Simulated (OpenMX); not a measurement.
Crystal: HfO2.

```
Hf O
1.0
     3.55802    0.00000    0.00000
     0.00000    3.55802    0.00000
     0.00000    0.00000    5.17186
Hf O
2 4
Direct
  0.00000 0.00000 0.00000
  0.50000 0.50000 0.50000
  0.00000 0.50000 0.19721
  0.50000 0.00000 0.30279
  0.50000 0.00000 0.80279
  0.00000 0.50000 0.69721
```

Measurements of this composition are mostly on another form, of space group No. 14.

- Program: OpenMX 3.8.5
- Task: single point
- Functional: PBE
- Potentials or basis: OpenMX 2013 PBE set, Hf7.0-s3p2d2f1, O6.0-s2p2d1, grid cutoff 400 Ry
- k mesh: 9 × 9 × 5
- Occupations: fermi-dirac, width 0.05 eV
- Spin: no spin polarisation

On this cell: pressure 5.3 GPa; largest force 0.111 eV/Å; band gap on the k mesh 4.67 eV, indirect (least direct gap 4.76 eV).

The same run follows on a disturbed copy (atoms moved at random, drawn with an rms of 0.05 Å):

```
Hf O
1.0
     3.55802    0.00000    0.00000
     0.00000    3.55802    0.00000
     0.00000    0.00000    5.17186
Hf O
2 4
Direct
  0.00208 0.01029 0.01088
  0.51311 0.50310 0.49438
  0.98779 0.50715 0.19614
  0.50208 0.99534 0.29651
  0.49375 0.00212 0.81003
  0.99675 0.49559 0.69163
```

Task: What does the disturbed cell give?

Result: The energy moves by +20.8 meV/atom; pressure 6.7 GPa; largest force 1.622 eV/Å; band gap on the k mesh 4.45 eV, indirect (least direct gap 4.52 eV).

Forces on the atoms (eV/Å):
```
Hf  -0.322 -0.133 -1.584
Hf  -0.563 -0.311  1.096
O    0.252 -0.209  0.426
O   -0.255  0.657  0.417
O    0.420 -0.081 -0.509
O    0.470  0.080  0.151
```

Caveats: spin-orbit coupling is left out, which moves the levels of the heavy elements; an odd mesh through Γ misses points on the zone boundary, where band edges often lie; the basis of atomic orbitals isn't converged, which shifts pressures, moduli and gaps.
